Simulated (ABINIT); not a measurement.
The system is CuAu.

```
Au Cu
1.0
     2.81075    0.00000    0.00000
     0.00000    2.81075    0.00000
     0.00000    0.00000    3.68500
Au Cu
1 1
Direct
  0.00000 0.00000 0.00000
  0.50000 0.50000 0.50000
```

Base run:

```yaml
Program: ABINIT 10.8.3 (patched build)
Functional: revPBE
Potentials_or_basis: JTH PAW PBE v2.0
Cutoff: 844 eV
k_mesh: 9 × 9 × 7
Occupations: fermi-dirac, width 0.05 eV
Spin: no spin polarisation
```

Its results: band gap on the k mesh none (metal or under the smearing width); pressure 7.4 GPa.

Task: The run is repeated on the same cell with these changes: functional from revPBE to WC. What comes out?

Result: Band gap on the k mesh none (metal or under the smearing width); pressure -2.5 GPa.

WC binds more tightly than revPBE, so the same cell stands under less pressure.

Caveats: the PAW data sets were made with another functional, which shifts forces and pressure a little.

Not every run made on this cell is shown here.
